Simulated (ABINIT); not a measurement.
# SiC (Moissanite) (P6_3mc) in ABINIT: notebook

The runs below take SiC (Moissanite) through relaxation of cell and atoms, single point, with PBE.

Program: ABINIT 10.8.3 (patched build). These are calculated values, not measurements. Logs are shortened: lines on timing, memory, paths and dates and some standing lists are left out, and cuts for length are marked. The log counts tension as positive stress, the text compression.

### 1 Starting point

It takes space group P6_3mc (No. 186, hexagonal). The conventional cell has a = 3.076 Å, b = 3.076 Å, c = 5.048 Å, α = 90.00°, β = 90.00°, γ = 120.00°. Around Si (site symmetry 3m) lie 4 C at 1.87 to 1.94 Å. Around C (site symmetry 3m) lie 4 Si at 1.87 to 1.94 Å.

### 2 Relaxation of cell and atoms, PBE

Contents of run.abi:

```
# Pseudopotentials
pp_dirpath "./"
pseudos "Si.upf, C.upf"

# Structure
acell 3*1.0
rprim
     5.8127975593     0.0000000000     0.0000000000
    -2.9063987797     5.0340303534     0.0000000000
     0.0000000000     0.0000000000     9.5393374771
ntypat 2
znucl 14 6
natom 4
typat 1 1 2 2
chkprim 0
chksymtnons 0
tolsym 1.0e-6
xred
            2/3            1/3            1/2
            1/3            2/3            0.0
            2/3            1/3   0.8850000000
            1/3            2/3   0.3850000000

# Plane-wave basis
ecut 37.0
ecutsm 0.5

# k points
kptopt 1
ngkpt 8 8 4
nshiftk 1
shiftk 0.0 0.0 0.0

# Exchange and correlation
ixc 11

# Bands and occupations
nband 12
occopt 3
tsmear 0.05 eV

# SCF cycle
nstep 80
tolvrs 1.0e-12

# Output
iomode 3
prteig 0
prtebands 0
prtwf 0
prtden 0

# Relaxation
ionmov 22
optcell 2
ntime 50
tolmxf 2.0e-5
dilatmx 1.08
```

Potentials or basis: Ansatz NC PBE.

Command:

```console
$ abinit run.abi > log 2>&1
```

run.abo:

```text
[... set-up lines left out ...]
 ETOT  1  -20.348282452455    -2.035E+01 5.035E-02 8.336E+02
 ETOT  2  -20.467648802717    -1.194E-01 5.562E-02 3.534E+02
 ETOT  3  -20.545053497804    -7.740E-02 5.933E-03 2.423E-01
 ETOT  4  -20.545142136846    -8.864E-05 1.402E-03 1.634E-02
 ETOT  5  -20.545144301308    -2.164E-06 1.191E-03 4.841E-04
 ETOT  6  -20.545144338896    -3.759E-08 2.247E-03 1.158E-05
 ETOT  7  -20.545144340898    -2.002E-09 1.102E-03 1.461E-07
 ETOT  8  -20.545144340911    -1.288E-11 1.368E-03 1.041E-08
 ETOT  9  -20.545144340912    -1.659E-12 4.364E-04 2.096E-10
 ETOT 10  -20.545144340912    -6.040E-14 4.485E-04 1.910E-12
 ETOT 11  -20.545144340912    -3.908E-14 1.216E-04 1.356E-14

 At SCF step   11       vres2   =  1.36E-14 < tolvrs=  1.00E-12 =>converged.

 Cartesian components of stress tensor (hartree/bohr^3)
  sigma(1 1)= -1.88126515E-04  sigma(3 2)=  0.00000000E+00
  sigma(2 2)= -1.88126515E-04  sigma(3 1)=  0.00000000E+00
  sigma(3 3)= -1.87267869E-05  sigma(2 1)=  2.21832824E-14
[... 834 lines left out ...]
  2.69264522315439E-28 -2.01948391736579E-28  4.41964461071418E-06
 -0.00000000000000E+00 -2.01948391736579E-28 -4.41964461071418E-06
 -0.00000000000000E+00 -2.01948391736579E-28 -4.41964461071418E-06
 Scale of Primitive Cell (acell) [bohr]
  5.84463155736818E+00  5.84463155738462E+00  9.59153660712945E+00
 Real space primitive translations (rprimd) [bohr]
  5.84463155736818E+00  0.00000000000000E+00  0.00000000000000E+00
 -2.92231577873436E+00  5.06159940443101E+00  0.00000000000000E+00
  0.00000000000000E+00  0.00000000000000E+00  9.59153660712945E+00
 Unitary Cell Volume (ucvol) [Bohr^3]=  2.83748188549725E+02
 Angles (23,13,12)= [degrees]
  9.00000000000000E+01  9.00000000000000E+01  1.20000000000476E+02
 Lengths [Bohr]
  5.84463155736818E+00  5.84463155738462E+00  9.59153660712945E+00
 Stress tensor in cartesian coordinates (strten) [Ha/bohr^3]
  6.80483286906453E-09  2.32774231175590E-14  0.00000000000000E+00
  2.32774231175590E-14  6.80484216284555E-09  0.00000000000000E+00
  0.00000000000000E+00  0.00000000000000E+00  1.13109563147987E-08
 Total energy (etotal) [Ha]= -2.05467608717300E+01

 Difference of energy with previous step (new-old):
           Absolute (Ha)=-5.80832E-09
           Relative     =-2.82688E-10

 At Broyd/MD step   8, gradients are converged :
  max grad (force/stress) = 1.1311E-06 < tolmxf= 2.0000E-05 ha/bohr (free atoms)

================================================================================

 ----iterations are completed or convergence reached----

 Mean square residual over all n,k,spin=   16.665E-11; max=  59.900E-09
 reduced coordinates (array xred) for    4 atoms
       0.666666666667      0.333333333333      0.504579597440
       0.333333333333      0.666666666667      0.004579597440
       0.666666666667      0.333333333333      0.880420402560
       0.333333333333      0.666666666667      0.380420402560
 rms dE/dt=  2.5518E-06; max dE/dt=  4.4639E-06; dE/dt below (all hartree)
    1      -0.000000000000      0.000000000000      0.000004463945
    2       0.000000000000     -0.000000000000      0.000004463945
    3       0.000000000000     -0.000000000000     -0.000004375344
    4       0.000000000000     -0.000000000000     -0.000004375344

 cartesian coordinates (angstrom) at end:
    1      1.54642291208389     0.89282768457599     2.56105560149901
    2     -0.00000000001774     1.78565536915198     0.02324430820330
    3      1.54642291208389     0.89282768457599     4.46868168093011
    4     -0.00000000001774     1.78565536915198     1.93087038763440

 cartesian forces (hartree/bohr) at end:
    1      0.00000000000000    -0.00000000000000    -0.00000046078588
    2     -0.00000000000000     0.00000000000000    -0.00000046078588
    3     -0.00000000000000     0.00000000000000     0.00000046078588
    4     -0.00000000000000     0.00000000000000     0.00000046078588
 frms,max,avg= 2.6603485E-07 4.6078588E-07   0.000E+00  0.000E+00 -4.619E-09 h/b

 cartesian forces (eV/Angstrom) at end:
    1      0.00000000000000    -0.00000000000000    -0.00002369456249
    2     -0.00000000000000     0.00000000000000    -0.00002369456249
    3     -0.00000000000000     0.00000000000000     0.00002369456249
    4     -0.00000000000000     0.00000000000000     0.00002369456249
 frms,max,avg= 1.3680062E-05 2.3694562E-05   0.000E+00  0.000E+00 -2.375E-07 e/A
 length scales=  5.844631557368  5.844631557385  9.591536607129 bohr
              =  3.092845824186  3.092845824194  5.075622586591 angstroms
 Fermi (or HOMO) energy (hartree) =   0.35130   Average Vxc (hartree)=  -0.41216
 Eigenvalues (hartree) for nkpt=  30  k points:
 kpt#   1, nband= 12, wtk=  0.00391, kpt=  0.0000  0.0000  0.0000 (reduced coord)
  -0.26220   -0.13331   -0.01098    0.25740    0.25740    0.30156    0.30559    0.30559
   0.47646    0.52665    0.54652    0.54652
      occupation numbers for kpt#   1
   2.00000    2.00000    2.00000    2.00000    2.00000    2.00000    2.00000    2.00000
   0.00000    0.00000    0.00000    0.00000
 prteigrs : prtvol=0 or 1, do not print more k-points.

--- !EnergyTerms
iteration_state     : {dtset: 1, itime: 8, icycle: 1, }
comment             : Components of total free energy in Hartree
kinetic             :  1.17661119884912E+01
hartree             :  2.38506984271075E+00
xc                  : -7.54204953799530E+00
Ewald energy        : -2.07904272603216E+01
psp_core            :  6.64976268004416E-01
local_psp           : -8.53351403337408E+00
non_local_psp       :  1.50307186075467E+00
internal            : -2.05467608717300E+01
'-kT*entropy'       : -2.37461564348705E-14
total_energy        : -2.05467608717300E+01
total_energy_eV     : -5.59105846184454E+02
band_energy         :  1.36240546750963E+00
...

 rms coord change=  2.6440E-03   atom, delta coord (reduced):
     1        0.000000000000      0.000000000000      0.004579597440
     2        0.000000000000      0.000000000000      0.004579597440
     3        0.000000000000      0.000000000000     -0.004579597440
     4        0.000000000000      0.000000000000     -0.004579597440

 Cartesian components of stress tensor (hartree/bohr^3)
  sigma(1 1)=  6.80483287E-09  sigma(3 2)=  0.00000000E+00
  sigma(2 2)=  6.80484216E-09  sigma(3 1)=  0.00000000E+00
  sigma(3 3)=  1.13109563E-08  sigma(2 1)=  2.32774231E-14

-Cartesian components of stress tensor (GPa)         [Pressure= -2.4440E-04 GPa]
- sigma(1 1)=  2.00205095E-04  sigma(3 2)=  0.00000000E+00
- sigma(2 2)=  2.00205368E-04  sigma(3 1)=  0.00000000E+00
- sigma(3 3)=  3.32779824E-04  sigma(2 1)=  6.84845432E-10

== END DATASET(S) ==============================================================
================================================================================

 -outvars: echo values of variables after computation  --------
            acell      5.8446315574E+00  5.8446315574E+00  9.5915366071E+00 Bohr
           etotal     -2.0546760872E+01
            fcart      4.6070401474E-29 -9.3095655424E-29 -4.6078587736E-07
                      -4.6070401474E-29  1.3299379346E-29 -4.6078587736E-07
                      -0.0000000000E+00  3.9898138039E-29  4.6078587736E-07
                      -0.0000000000E+00  3.9898138039E-29  4.6078587736E-07
            rprim      1.0000000000E+00  0.0000000000E+00  0.0000000000E+00
                      -5.0000000001E-01  8.6602540378E-01  0.0000000000E+00
                       0.0000000000E+00  0.0000000000E+00  1.0000000000E+00
           strten      6.8048328691E-09  6.8048421628E-09  1.1310956315E-08
                       0.0000000000E+00  0.0000000000E+00  2.3277423118E-14
           xangst      1.5464229121E+00  8.9282768458E-01  2.5610556015E+00
                      -1.7735899836E-11  1.7856553692E+00  2.3244308203E-02
                       1.5464229121E+00  8.9282768458E-01  4.4686816809E+00
                      -1.7735899836E-11  1.7856553692E+00  1.9308703876E+00
             xred      6.6666666667E-01  3.3333333333E-01  5.0457959744E-01
                       3.3333333333E-01  6.6666666667E-01  4.5795974399E-03
                       6.6666666667E-01  3.3333333333E-01  8.8042040256E-01
                       3.3333333333E-01  6.6666666667E-01  3.8042040256E-01
 Calculation completed.
```

Run time: 4.5 min. Hardware: 1 thread of Arm Neoverse V1, shared host; peak memory 0.1 GiB.

Results:

| Property | Result |
| --- | --- |
| Free energy | -559.1058 eV |
| Relaxed volume | 10.51 Å³/atom |
| Relaxed cell | a = 3.093 Å, b = 3.093 Å, c = 5.076 Å, α = 90.00°, β = 90.00°, γ = 120.00° |
| Space group after relaxing (to 0.05 Å) | P6_3mc (No. 186) |
| Energy gained by relaxing | 11.0 meV/atom |
| Ionic steps | 8 |
| Pressure after relaxing | 0.0 GPa |
| Band gap on the k mesh | 2.55 eV, indirect (least direct gap 3.93 eV) |

Step by step:
| step | energy change (eV) | largest force (eV/Å) | pressure (GPa) | volume (Å³) |
| --- | --- | --- | --- | --- |
| 1 | 0.0000 | 0.7575 | 3.87 | 41.36 |
| 2 | -0.0290 | 0.4674 | 1.04 | 41.86 |
| 3 | -0.0427 | 0.0040 | 0.45 | 41.96 |
| 4 | -0.0431 | 0.0039 | 0.46 | 41.95 |
| 5 | -0.0437 | 0.0086 | -0.65 | 42.18 |
| 6 | -0.0440 | 0.0032 | 0.15 | 42.02 |
| 7 | -0.0440 | 0.0003 | 0.00 | 42.05 |
| 8 | -0.0440 | 0.0000 | 0.00 | 42.05 |

Final structure:
```
Si C
1.0
     3.09285    0.00000    0.00000
    -1.54642    2.67848    0.00000
     0.00000    0.00000    5.07562
Si C
2 2
Direct
  0.66667 0.33333 0.50458
  0.33333 0.66667 0.00458
  0.66667 0.33333 0.88042
  0.33333 0.66667 0.38042
```

### 3 Single point, PBE (cell relaxed)

Contents of run.abi:

```
# Pseudopotentials
pp_dirpath "./"
pseudos "Si.upf, C.upf"

# Structure
acell 5.8446315644 5.8446315617 9.5915366071
rprim
     1.0000000000     0.0000000000     0.0000000000
    -0.4999999986     0.8660254046     0.0000000000
     0.0000000000     0.0000000000     1.0000000000
ntypat 2
znucl 14 6
natom 4
typat 1 1 2 2
xred
     0.6666666700     0.3333333300     0.5045796000
     0.3333333300     0.6666666700     0.0045796000
     0.6666666700     0.3333333300     0.8804204000
     0.3333333300     0.6666666700     0.3804204000
chkprim 0
chksymtnons 0
tolsym 1.0e-6

# Plane-wave basis
ecut 37.0

# k points
kptopt 1
ngkpt 8 8 4
nshiftk 1
shiftk 0.0 0.0 0.0

# Exchange and correlation
ixc 11

# Bands and occupations
nband 12
occopt 3
tsmear 0.05 eV

# SCF cycle
nstep 100
tolvrs 1.0e-10

# Output
iomode 3
prtwf 0
prtden 0
prteig 0
prtebands 0
enunit 1
```

Potentials or basis: Ansatz NC PBE.

Command:

```console
$ abinit run.abi > log 2>&1
```

run.abo:

```text
[... set-up lines left out ...]
 ETOT  1  -20.350185361425    -2.035E+01 5.462E-02 7.416E+02
 ETOT  2  -20.465889865160    -1.157E-01 2.211E-02 3.285E+02
 ETOT  3  -20.546661288183    -8.077E-02 1.195E-02 2.254E-01
 ETOT  4  -20.546766052340    -1.048E-04 3.675E-03 1.623E-02
 ETOT  5  -20.546768652589    -2.600E-06 1.485E-03 4.292E-04
 ETOT  6  -20.546768691354    -3.877E-08 6.851E-04 9.377E-06
 ETOT  7  -20.546768693181    -1.827E-09 1.716E-04 1.344E-07
 ETOT  8  -20.546768693190    -9.528E-12 3.270E-04 1.140E-08
 ETOT  9  -20.546768693193    -2.380E-12 7.923E-05 2.436E-10
 ETOT 10  -20.546768693193     0.000E+00 1.422E-04 2.452E-12

 At SCF step   10       vres2   =  2.45E-12 < tolvrs=  1.00E-10 =>converged.

 Cartesian components of stress tensor (hartree/bohr^3)
  sigma(1 1)=  2.80148101E-06  sigma(3 2)=  0.00000000E+00
  sigma(2 2)=  2.80147876E-06  sigma(3 1)=  0.00000000E+00
  sigma(3 3)=  2.90017284E-06  sigma(2 1)= -4.41885953E-12

--- !ResultsGS
iteration_state: {dtset: 1, }
comment   : Summary of ground state results
lattice_vectors:
- [  5.8446316,   0.0000000,   0.0000000, ]
- [ -2.9223158,   5.0615994,   0.0000000, ]
- [  0.0000000,   0.0000000,   9.5915366, ]
lattice_lengths: [   5.84463,    5.84463,    9.59154, ]
lattice_angles: [ 90.000,  90.000, 120.000, ] # degrees, (23, 13, 12)
lattice_volume:   2.8374819E+02
convergence: {deltae:  0.000E+00, res2:  2.452E-12, residm:  1.422E-04, diffor: null, }
etotal    :  -2.05467687E+01
entropy   :   0.00000000E+00
fermie    :   3.51530698E-01
cartesian_stress_tensor: # hartree/bohr^3
[... 68 lines left out ...]
--- !EnergyTerms
iteration_state     : {dtset: 1, }
comment             : Components of total free energy in Hartree
kinetic             :  1.17661373751600E+01
hartree             :  2.38507354604563E+00
xc                  : -7.54205211033914E+00
Ewald energy        : -2.07904272436122E+01
psp_core            :  6.64976266086005E-01
local_psp           : -8.53352610792590E+00
non_local_psp       :  1.50304958139286E+00
internal            : -2.05467686931927E+01
'-kT*entropy'       : -2.36098047780420E-14
total_energy        : -2.05467686931927E+01
total_energy_eV     : -5.59106059017297E+02
band_energy         :  1.36240291335748E+00
...

 Cartesian components of stress tensor (hartree/bohr^3)
  sigma(1 1)=  2.80148101E-06  sigma(3 2)=  0.00000000E+00
  sigma(2 2)=  2.80147876E-06  sigma(3 1)=  0.00000000E+00
  sigma(3 3)=  2.90017284E-06  sigma(2 1)= -4.41885953E-12

-Cartesian components of stress tensor (GPa)         [Pressure= -8.3390E-02 GPa]
- sigma(1 1)=  8.24224168E-02  sigma(3 2)=  0.00000000E+00
- sigma(2 2)=  8.24223506E-02  sigma(3 1)=  0.00000000E+00
- sigma(3 3)=  8.53260307E-02  sigma(2 1)= -1.30007336E-07

== END DATASET(S) ==============================================================
================================================================================

 -outvars: echo values of variables after computation  --------
            acell      5.8446315644E+00  5.8446315617E+00  9.5915366071E+00 Bohr
           etotal     -2.0546768693E+01
            fcart      2.9485056908E-27 -1.1746011819E-25 -4.1171008087E-07
                      -8.8455170724E-27 -2.8939449392E-26 -4.1171008087E-07
                       2.6536551217E-26  1.0043691260E-25  4.1171008087E-07
                      -2.0639539836E-26  4.5962654982E-26  4.1171008087E-07
            rprim      1.0000000000E+00  0.0000000000E+00  0.0000000000E+00
                      -4.9999999860E-01  8.6602540460E-01  0.0000000000E+00
                       0.0000000000E+00  0.0000000000E+00  1.0000000000E+00
           strten      2.8014810066E-06  2.8014787552E-06  2.9001728353E-06
                       0.0000000000E+00  0.0000000000E+00 -4.4188595299E-12
           xangst      1.5464229156E+00  8.9282768608E-01  2.5610556145E+00
                       3.3629157540E-09  1.7856553722E+00  2.3244321197E-02
                       1.5464229156E+00  8.9282768608E-01  4.4686816679E+00
                       3.3629157540E-09  1.7856553722E+00  1.9308703746E+00
             xred      6.6666666667E-01  3.3333333333E-01  5.0457960000E-01
                       3.3333333333E-01  6.6666666667E-01  4.5796000000E-03
                       6.6666666667E-01  3.3333333333E-01  8.8042040000E-01
                       3.3333333333E-01  6.6666666667E-01  3.8042040000E-01
 Calculation completed.
```

Run time: 34 s. Hardware: 1 thread of Arm Neoverse V1, shared host; peak memory 0.09 GiB.

What came out:

```
Free energy                                           : -559.1061 eV
Pressure                                              : -0.1 GPa
Band gap on the k mesh                                : 2.55 eV, indirect (least direct gap 3.93 eV)
Valence electrons inside the program's atomic spheres : Si 1.93; C 4.23
```

Levels at points of the mesh, in eV from the valence-band top:
| k point | band 4 | band 5 | band 6 | band 7 | band 8 | band 9 | band 10 | band 11 | band 12 |
| --- | --- | --- | --- | --- | --- | --- | --- | --- | --- |
| (0.00, 0.00, 0.00) | -1.31 | -1.31 | -0.11 | 0.00 | 0.00 | 4.65 | 6.02 | 6.56 | 6.56 |
| (0.50, 0.00, 0.00) | -6.26 | -5.38 | -3.29 | -3.24 | -1.19 | 2.74 | 4.20 | 6.74 | 7.05 |
| (0.00, 0.00, 0.50) | -4.41 | -0.71 | -0.71 | -0.71 | -0.71 | 5.74 | 5.74 | 7.25 | 7.25 |
| (0.50, 0.00, 0.50) | -8.20 | -2.43 | -2.43 | -2.32 | -2.32 | 3.24 | 3.24 | 5.18 | 5.18 |

A k mesh can miss the band edges.
